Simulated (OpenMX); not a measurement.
AgCl (Chlorargyrite):

```
Ag Cl
1.0
     0.00000    2.73500    2.73500
     2.73500    0.00000    2.73500
     2.73500    2.73500    0.00000
Ag Cl
1 1
Direct
  0.98280 0.01129 0.99551
  0.49628 0.50908 0.50356
```

The cell isn't the ideal one: atoms moved at random, drawn with an rms of 0.05 Å.

Base run:

* Program: OpenMX 3.8.5
* Functional: PBE
* Potentials or basis: OpenMX 2013 PBE set, Ag7.0-s3p2d2f1, Cl7.0-s3p2d2f1, grid cutoff 400 Ry
* k mesh: 9 × 9 × 9
* Occupations: fermi-dirac, width 0.05 eV
* Spin: no spin polarisation

Its results: band gap on the k mesh 1.09 eV, indirect (least direct gap 3.32 eV); pressure 4.7 GPa; largest force 0.118 eV/Å.

Question: The run is repeated on the same cell with these changes: potentials or basis from OpenMX 2013 PBE set, Ag7.0-s3p2d2f1, Cl7.0-s3p2d2f1, grid cutoff 400 Ry to OpenMX 2013 PBE set, Ag7.0-s3p2d2, Cl7.0-s2p2d1f1, grid cutoff 500 Ry. What comes out?

Answer: Band gap on the k mesh 1.20 eV, indirect (least direct gap 3.43 eV); pressure 5.1 GPa; largest force 0.130 eV/Å.

Caveats: an odd mesh through Γ misses points on the zone boundary, where band edges often lie; the basis of atomic orbitals isn't converged, which shifts pressures, moduli and gaps.
